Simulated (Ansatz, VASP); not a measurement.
## One calculation of I, two programs

```
I
1.0
     3.67553   -2.24244    0.00000
     3.67553    2.24244    0.00000
     0.00000    0.00000    9.65553
I
4
Direct
  0.82954 0.17046 0.87754
  0.32954 0.67046 0.62246
  0.17046 0.82954 0.12246
  0.67046 0.32954 0.37754
```

Alike in both runs: functional PBE; dispersion D3(BJ); k mesh 6 × 6 × 4; occupations gaussian, width 0.02 eV; no spin polarisation.

Ansatz relaxed the structure, and its values are those at the end. VASP's run is a single point on that final structure, the one shown.

|  | VASP | Ansatz |
| --- | --- | --- |
| version | VASP 6.6.1 | Ansatz 0.2.0 |
| potentials or method | VASP PAW PBE potentials, release 64 (I) | scalar-relativistic, plane waves, PAW |
| plane-wave cutoff (eV) | 520 | 420 |
| valence electrons in the cell | 28 | 68 |

Ansatz gave:

```
gap on the k mesh at the Fermi level (eV) : 0.87
least direct gap on the mesh (eV)         : 1.14
pressure (GPa)                            : 0.0
rms of the force components (eV/Å)        : 0.002
```

Task: Which values does VASP return?

Result: gap on the k mesh at the Fermi level (eV): 0.88; least direct gap on the mesh (eV): 1.15; pressure (GPa): 0.0; rms of the force components (eV/Å): 0.011.

The two sets of potentials don't hold the same shells in valence.

Caveats: spin-orbit coupling is left out, which moves the levels of the heavy elements. A k mesh can miss the band edges.
